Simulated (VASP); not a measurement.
VASP 6.6.1 run: Si

INCAR

```
LCHARG = .FALSE.
PREC = Accurate
LREAL = .FALSE.
ALGO = Normal
EDIFF = 1E-7
IBRION = -1
NELM = 120
METAGGA = TPSS
ENCUT = 520
SIGMA = 0.01
NBANDS = 11
NSW = 0
LWAVE = .FALSE.
ISIF = 2
LASPH = .TRUE.
ISMEAR = 0
```

KPOINTS

```
KPOINTS created by Atomic Simulation Environment
0
Gamma
8 8 8
0 0 0
```

POSCAR

```
Si
 1.0000000000000000
     0.0000000000000000    2.7493400846000000    2.7493400846000000
     2.7493400846000000    0.0000000000000000    2.7493400846000000
     2.7493400846000000    2.7493400846000000    0.0000000000000000
 Si
   2
Cartesian
  0.0000000000000000  0.0000000000000000  0.0000000000000000
  1.3746700423000000  1.3746700423000000  1.3746700423000000
```

The recommended PBE PAW datasets give the neutral cell 8 valence electrons.

Command

```
mpirun -np 1 vasp_std
```

Task: How does this run end, and what does it give?

Result: It converged. Results: gap between bands v and c on the k mesh 0.75 eV; least direct gap on the k mesh 2.71 eV; pressure -2.3 GPa. Band v is the last that the valence electrons fill when counted band by band, and c is the next.

OSZICAR

```
N       E                     dE             d eps       ncg     rms          rms(c)
DAV:   1     0.394599600027E+02    0.39460E+02   -0.22586E+04   638   0.659E+04
DAV:   2    -0.111914139140E+02   -0.50651E+02   -0.47016E+02  1060   0.948E+02
DAV:   3    -0.188636254847E+02   -0.76722E+01   -0.72876E+01  1101   0.691E+01
DAV:   4    -0.193723612742E+02   -0.50874E+00   -0.50551E+00  1252   0.214E+01
DAV:   5    -0.190906104807E+02    0.28175E+00   -0.22502E+00  1063   0.183E+00    0.637E+00
DAV:   6    -0.196788016183E+02   -0.58819E+00   -0.74793E+00   773   0.249E+01    0.457E+00
DAV:   7    -0.196369954359E+02    0.41806E-01   -0.17162E-01   765   0.242E+00    0.293E+00
DAV:   8    -0.196298809084E+02    0.71145E-02   -0.77070E-02   746   0.159E+00    0.177E-01
DAV:   9    -0.196314741924E+02   -0.15933E-02   -0.31424E-03   814   0.442E-01    0.188E-01
DAV:  10    -0.196316945542E+02   -0.22036E-03   -0.73805E-04   722   0.146E-01    0.545E-02
DAV:  11    -0.196317306845E+02   -0.36130E-04   -0.54988E-05   773   0.540E-02    0.207E-02
DAV:  12    -0.196317385065E+02   -0.78220E-05   -0.20525E-05   728   0.331E-02    0.124E-02
DAV:  13    -0.196317385516E+02   -0.45137E-07   -0.18990E-07   793   0.278E-03
   1 F= -.19631739E+02 E0= -.19631739E+02  d E =-.240955E-16
```

For comparison, a separate r²SCAN run of the intended cell, on usual settings and not on those above, gives a gap of 0.87 eV on its mesh and a pressure of -2.9 GPa.
